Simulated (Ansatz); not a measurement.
LaAlO3:
```yaml
crystal:
  lattice:
    - [3.81240, 0.00000, 0.00000]
    - [0.00000, 3.81240, 0.00000]
    - [0.00000, 0.00000, 3.81240]
  atoms:
    - { symbol: O, position: [0.50000, 0.00000, 0.00000] }
    - { symbol: O, position: [0.00000, 0.50000, 0.00000] }
    - { symbol: O, position: [0.00000, 0.00000, 0.50000] }
    - { symbol: Al, position: [0.00000, 0.00000, 0.00000] }
    - { symbol: La, position: [0.50000, 0.50000, 0.50000] }
```

PBE (plane waves, PAW; program Ansatz) gives a gap of 3.50 eV without spin–orbit coupling, maximum at R, minimum at Γ.

Task: What happens when spin–orbit coupling is switched on?

Result: The gap shrinks by 0.01 eV, to 3.49 eV; maximum at R, minimum at Γ.

Task: Give the electron effective mass with spin–orbit coupling, band 1 of 2 at the edge.

Result: 0.71 along [100], 0.64 along [110], 0.59 along [111] (mₑ).

Task: Give the electron effective mass with spin–orbit coupling, band 2 of 2 at the edge.

Result: 0.50 along [100], 0.53 along [110], 0.57 along [111] (mₑ).

Space group Pm-3m (cubic perovskite). This is a known high-temperature phase of the composition, computed here at zero pressure and temperature. Symmetry was held in the PBE relaxation. At this level the phase is dynamically unstable (imaginary phonons).

Potentials: the later of the program's two PAW sets.
